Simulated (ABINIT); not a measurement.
Planning a run of ABINIT 10.8.3 on BN (Qingsongite). The input:

```
acell 3*1.0 Angstrom
rprim 
  -0.000000000000 1.807500000000 1.807500000000
  1.807500000000 0.000000000000 1.807500000000
  1.807500000000 1.807500000000 -0.000000000000
ntypat 2
znucl 5 7
natom 2
typat 1 2
xred 
  0.000000000000 0.000000000000 0.000000000000
  0.250000000000 0.250000000000 0.250000000000
pp_dirpath "pseudos"
pseudos "B.upf, N.upf"
ecut 36
ngkpt 8 8 8
nshiftk 1
shiftk 0 0 0
kptopt 1
chksymbreak 0
istwfk *1
occopt 1
irdwfk 1
optdriver 3
nband 103
ecuteps 11.2
inclvkb 2
awtr 1
symchi 1
indata_prefix "in"
outdata_prefix "out"
tmpdata_prefix "tmp"
```

```sh
OMP_NUM_THREADS=1 mpirun -n 4 abinit run.abi > log
```

Question: How long will it take on 4 MPI ranks of Arm Neoverse V2, shared host, and how much memory?

It took 67 s; on shared hardware allow 33 s to 2.2 min. Peak host memory was 0.83 GiB.

[Paths, hosts, dates, memory and timing lines, banners, echoed tables and standing remarks are left out of the program output.]

[Logs are printed without paths, hosts, clocks, repeated set-up lines and the standing remarks that a program may print on its own settings, such as how far it seeks lower states.]

[Runs of the session that timed out or met a known fault of the program may be left out.]

[No measured gap is set beside runs whose start may be inverted or whose files or cutoffs have a known fault.]

[Hosts, paths, dates, database ids (printed as entryN), source tags and the programs' standing remarks are cut or masked in the printed files.]

[G0W0 gaps are taken among the corrected bands and points alone; a level outside them can change the order at an edge.]

[Where Ansatz stands beside ABINIT at settings called matched, ABINIT's density can come from a denser mesh and the files from another edition; pairs whose starting gaps differed by over 0.03 eV were left out, so agreement reads better than it is.]
